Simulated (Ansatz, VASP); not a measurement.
Given: the input of a run of VASP 6.6.1 on TaN.

Contents of INCAR:

```
PREC     = Accurate       # precision mode
ENCUT    = 520            # plane-wave cutoff, eV
EDIFF    = 1E-6           # SCF threshold, eV
ISMEAR   = -1             # smearing method
SIGMA    = 0.05           # smearing width, eV
LREAL    = F              # projectors in reciprocal space
LASPH    = T              # aspherical terms in the spheres
NELM     = 100            # most SCF steps
ALGO     = Normal         # electronic algorithm
ISIF     = 2              # what is computed and relaxed
LWAVE    = F              # write WAVECAR
LCHARG   = T              # write CHGCAR
GGA      = PS             # functional
LELF     = T              # ELF
LVHAR    = T            
NBANDS   = 15             # bands
```

Contents of KPOINTS:

```
Automatic mesh
0
Gamma
  10 10 9
```

POSCAR

```
TaN
1.0
    2.9182812851      0.0000000000      0.0000000000
   -1.4591406425      2.5273057282      0.0000000000
    0.0000000000      0.0000000000      2.8636504237
Ta N
1 1
Direct
    0.0000000000      0.0000000000      0.5000000000
    0.6666666667      0.3333333333      0.0000000000
```

Potentials or basis: VASP PAW PBE potentials, release 64 (Ta_pv, N).

Launch:

```console
$ cat potpaw_PBE.64/Ta_pv/POTCAR potpaw_PBE.64/N/POTCAR > POTCAR
$ mpirun -np 1 vasp_std > vasp.out
```

Problem. Translate it to Ansatz 0.2.0. Potentials there: all-electron LAPW, scalar-relativistic.

Solution. As run (the cutoff follows the program's own potentials):

File input.yaml:

```yaml
crystal:
  lattice:
    - [2.9182812851, 0.0, 0.0]
    - [-1.4591406425, 2.5273057282, 0.0]
    - [0.0, 0.0, 2.8636504237]
  atoms:
    - { symbol: Ta, position: [0.0, 0.0, 0.5] }
    - { symbol: "N", position: [0.6666666667, 0.3333333333, 0.0] }
kpoints:
  mp_grid: { grid: [10, 10, 9] }
scf:
  occupations: { method: fermi_dirac, width: 0.05 }
hamiltonian:
  xc: pbesol
  pseudopotentials: { kind: all_electron, lapw: { basis_error: 0.001 } }
output:
  forces: true
  stress: true
  eigenvalues: true
```

Potentials or basis: all-electron LAPW, scalar-relativistic.

Run with:

```sh
$ ansatz run input.yaml --threads 1 --pin off --max-ram 3072MiB --backend cpu --events-out ev --progress --plain --runs-dir out
```

Both were run:

|  | VASP | Ansatz | Ansatz less VASP |
| --- | --- | --- | --- |
| gap on the k mesh at the Fermi level (eV) | none | none | - |
| pressure (GPa) | 3.2 | 2.4 | -0.86 |
| largest component of the traceless stress (GPa) | 0.49 | 0.33 | -0.156 |

A gap of «none» marks a metal or a gap that the smearing closes. Ansatz ran all-electron here, so the differences hold the error of VASP's frozen core and of both bases.

Caveats: the PAW data sets were made with another functional, which shifts forces and pressure a little (VASP). Spin-orbit coupling is left out, which matters for the levels of Ta.
